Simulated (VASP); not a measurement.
Write the native input for VASP 6.6.1 that does the following.

```
Task                   : relaxation of cell and atoms
Functional             : PBEsol
Potentials or basis    : VASP PAW PBE potentials, release 64 (Mg, Si)
Cutoff                 : 600 eV
k mesh                 : 10 × 10 × 10
Occupations            : gaussian, width 0.1 eV
Spin                   : no spin polarisation
Further INCAR settings : ALGO = Fast; EDIFF = 1e-07; IBRION = 2; EDIFFG = -0.005; NSW = 90; ISIF = 3
```

The structure of Mg2Si lies in POSCAR:

```
Mg2Si
1.0
    0.0000000000      3.1698179200      3.1698179200
    3.1698179200      0.0000000000      3.1698179200
    3.1698179200      3.1698179200      0.0000000000
Mg Si
2 1
Direct
    0.2500000000      0.2500000000      0.2500000000
    0.7500000000      0.7500000000      0.7500000000
    0.0000000000      0.0000000000      0.0000000000
```

The cell is a database's computed one.

The input as run:

INCAR

```
SYSTEM = Mg2Si
  PREC = Accurate
  ENCUT = 600
  EDIFF = 1E-7
  ISMEAR = 0
  SIGMA = 0.1
  LREAL = .FALSE.
  LASPH = .TRUE.
  NELM = 60
  ALGO = Fast
  ISIF = 3
  LWAVE = .FALSE.
  LCHARG = .FALSE.
  GGA = PS
  IBRION = 2
  NSW = 90
  EDIFFG = -0.005
```

KPOINTS

```
Automatic mesh
0
G
  10 10 10
  0 0 0
```

Potentials or basis: VASP PAW PBE potentials, release 64 (Mg, Si).

Command:

```bash
$ cat potpaw_PBE.64/Mg/POTCAR potpaw_PBE.64/Si/POTCAR > POTCAR
$ mpirun -np 1 vasp_std > vasp.out
```

It gave:

* Relaxed volume: 21.07 Å³/atom
* Relaxed cell: a = 4.471 Å, b = 4.471 Å, c = 4.471 Å, α = 60.00°, β = 60.00°, γ = 60.00°
* Space group after relaxing (to 0.05 Å): Fm-3m (No. 225)
* Energy gained by relaxing: 0.2 meV/atom
* Ionic steps: 2
* Pressure after relaxing: 0.0 GPa
* Band gap on the k mesh: 0.11 eV, indirect (least direct gap 1.89 eV)

Caveat: the PAW data sets were made with another functional, which shifts forces and pressure a little.

Run time: 19 s on 1 thread of Intel(R) Xeon(R) 6975P-C (Granite Rapids), on a shared host, peak memory 0.22 GiB.
